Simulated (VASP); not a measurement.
Runs of VASP 6.6.1 on PbS. The structure is cubic, space group Fm-3m (No. 225). The conventional cell has a = 5.976 Å, b = 5.976 Å, c = 5.976 Å, α = 90.00°, β = 90.00°, γ = 90.00°. Pb (site symmetry m-3m) is surrounded by 6 S at 2.99 Å. S (site symmetry m-3m) is surrounded by 6 Pb at 2.99 Å. The cell is a database's computed one.

| task | level | potentials or basis | cell | k mesh | cutoff (eV) | mesh quality | gap on the mesh (eV) | pressure (GPa) | relaxed volume (Å³/atom) |
| --- | --- | --- | --- | --- | --- | --- | --- | --- | --- |
| relaxation of cell and atoms | PBE | VASP PAW PBE potentials, release 64 (Pb_d, S) | relaxed | 10 × 10 × 10 | 600 | not flagged | 0.50 | 0.0 | (a) |
| relaxation of cell and atoms | PBEsol | VASP PAW PBE potentials, release 64 (Pb_d, S) | relaxed | 4 × 4 × 4 | 600 | coarse | 0.21 | 0.0 | (b) |
| relaxation of cell and atoms | PBEsol | VASP PAW PBE potentials, release 64 (Pb, S) | relaxed | 10 × 10 × 10 | 580 | not flagged | 0.18 | 0.0 | 25.62 |
| single point | PBEsol | VASP PAW PBE potentials, release 64 (Pb_d, S) | as given | 10 × 10 × 10 | 520 | not flagged | 0.34 | -2.1 | - |
| relaxation of cell and atoms | LDA | VASP PAW LDA potentials, release 64 (Pb_d, S) | relaxed | 10 × 10 × 10 | 600 | not flagged | 0.04 | 0.0 | 25.01 |

Alike in all rows: no spin polarisation; smearing gaussian 0.02 eV.

Question: Fill in the values left out.

Answer: (a) 27.10; (b) 25.76.

Caveats: some runs use coarse meshes; spin-orbit coupling is left out, which as a rule narrows the gap of such compounds by several tenths of an eV; the PAW data sets were made with another functional, which shifts forces and pressure a little (some runs).

A k mesh can miss the band edges, and the runs leave out spin-orbit coupling on Pb.

The runs don't all hold the same shells in valence.
